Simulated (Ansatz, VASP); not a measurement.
**KI: VASP beside Ansatz**

File INCAR:

```
PREC = Accurate ; ENCUT = 520
EDIFF = 1E-7 ; ISMEAR = 0
SIGMA = 0.01 ; LREAL = F
LASPH = T ; NELM = 100
ALGO = Normal ; ISIF = 2
LWAVE = F ; LCHARG = T
GGA = PE ; LELF = T
LVHAR = T ; NBANDS = 15
```

KPOINTS

```
regular mesh
0
Gamma
  6 6 6
```

POSCAR

```
KI
1.0
    4.2910852121      0.0000000000      0.0000000000
    0.0000000000      4.2910852121      0.0000000000
    0.0000000000      0.0000000000      4.2910852121
K I
1 1
Direct
    0.0000000000      0.0000000000      0.0000000000
    0.5000000000      0.5000000000      0.5000000000
```

Input for Ansatz:

```yaml
crystal:
  lattice:
    - [4.2910852121, 0.0, 0.0]
    - [0.0, 4.2910852121, 0.0]
    - [0.0, 0.0, 4.2910852121]
  atoms:
    - { symbol: K, position: [0.0, 0.0, 0.0] }
    - { symbol: I, position: [0.5, 0.5, 0.5] }
kpoints:
  mp_grid: { grid: [6, 6, 6] }
  band_path:
    path:
      - [0.0, 0.0, 0.0]
      - [0.0, 0.5, 0.0]
      - [0.5, 0.5, 0.0]
      - [0.5, 0.5, 0.5]
      - [0.0, 0.5, 0.5]
    npoints: 1
hamiltonian:
  xc: pbe
scf:
  occupations: { method: fixed }
  n_extra_bands: 4
output:
  forces: true
  stress: true
  eigenvalues: true
```

Alike in both runs: task single point; functional PBE; k mesh 6 × 6 × 6; no spin polarisation.

|  | VASP | Ansatz |
| --- | --- | --- |
| version | VASP 6.6.1 | Ansatz 0.2.0 |
| potentials or method | VASP PAW PBE potentials, release 64 (K_sv, I) | plane waves, PAW |
| plane-wave cutoff (eV) | 520 | 420 |
| occupations | gaussian, width 0.01 eV | fixed |
| valence electrons in the cell | 16 | 26 |

|  | VASP | Ansatz | Ansatz less VASP |
| --- | --- | --- | --- |
| gap on the k mesh at the Fermi level (eV) | 3.33 | 3.33 | +0.004 |
| pressure (GPa) | 0.5 | 0.5 | -0.02 |

The two sets of potentials don't hold the same shells in valence.

Caveats: spin-orbit coupling is left out, which moves the levels of the heavy elements. A k mesh can miss the band edges. As with any semilocal functional, this PBE gap is likely too small.
